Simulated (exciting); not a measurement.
A run of exciting (release sodium):

File input.xml:

```xml
<input>
  <title>Ti</title>
  <structure speciespath="./" tshift="false">
    <crystal scale="1">
      <basevect>0.000000000000 3.836144032990 3.836144032990</basevect>
      <basevect>3.836144032990 0.000000000000 3.836144032990</basevect>
      <basevect>3.836144032990 3.836144032990 0.000000000000</basevect>
    </crystal>
    <species speciesfile="Ti.xml" rmt="2">
      <atom coord="0.000000000000 0.000000000000 0.000000000000"/>
    </species>
  </structure>
  <groundstate do="fromscratch" ngridk="11 11 11" rgkmax="9" gmaxvr="14" lmaxapw="10" lmaxmat="10" lmaxvr="8" xctype="GGA_PBE_SOL" stype="Gaussian" swidth="0.00073499" nempty="12" ValenceRelativity="iora*" epsengy="1e-05" epspot="1e-05" maxscl="60" tforce="true" outputlevel="normal"/>
</input>
```

Potentials or basis: all-electron LAPW+lo, shipped species files, valence relativity iora*.

Command:

```bash
$ OMP_NUM_THREADS=1 exciting_smp
```

Hardware: 1 thread of Arm Neoverse V1, on a shared host.

Estimate the wall time of this run.

Wall time 27 s on 1 thread of Arm Neoverse V1 (shared host), peak memory 0.09 GiB. Counts: scf iterations 11, plane waves 182.
